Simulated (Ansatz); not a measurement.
# NaH: the cost of one run

Method: DFT PBE, scalar-relativistic, plane waves, PAW, in Ansatz 0.2.0.

2 further runs of the same task are left out: 2 that didn't finish.

**1. Starting point**

The structure is hexagonal, space group P6/mmm (No. 191). Conventional cell: a = 4.557 Å, b = 4.557 Å, c = 3.203 Å, α = 90.00°, β = 90.00°, γ = 120.00°. Na (site symmetry -6m2) has 3 Na at 2.63 Å and 3 H at 2.63 Å as nearest neighbours. H (site symmetry 6/mmm) has 2 H at 1.60 Å as nearest neighbours.

As a file:

```
CELL_PARAMETERS angstrom
4.55733 0.00000 0.00000
-2.27866 3.94676 0.00000
0.00000 0.00000 3.20326
ATOMIC_POSITIONS crystal
Na 0.33333 0.66667 0.00000
Na 0.66667 0.33333 0.00000
H 0.00000 0.00000 0.00000
H 0.00000 0.00000 0.50000
```

The cell is invented: random cell by space group and Wyckoff sites (P6/mmm, No. 191). Its size is a rough estimate.

**2. The guess as it stands, on a coarse mesh**

input.yaml

```yaml
crystal:
  lattice:
    - [4.55732882, 0.0, 0.0]
    - [-2.27866441, 3.94676253, 0.0]
    - [0.0, 0.0, 3.20326122]
  atoms:
    - { symbol: Na, position: [0.33333333, 0.66666667, 0.0] }
    - { symbol: Na, position: [0.66666667, 0.33333333, 0.0] }
    - { symbol: H, position: [0.0, 0.0, 0.0] }
    - { symbol: H, position: [0.0, 0.0, 0.5] }
basis:
  ecutwfc: 420
kpoints:
  mp_grid: { grid: [6, 6, 6] }
hamiltonian:
  xc: pbe
scf:
  occupations: { method: gaussian, width: 0.1 }
  lower_state_search: "off"
output:
  forces: true
  stress: true
  eigenvalues: true
```

On the command line:

```
$ ansatz run input.yaml --threads 1 --pin off --max-ram 2048MiB --backend cpu --events-out ev --progress --plain --runs-dir out
```

Q: Estimate wall time and peak memory on 1 thread of Arm Neoverse V1, shared host.

About 1.3 s, with a peak of 0.28 GiB.
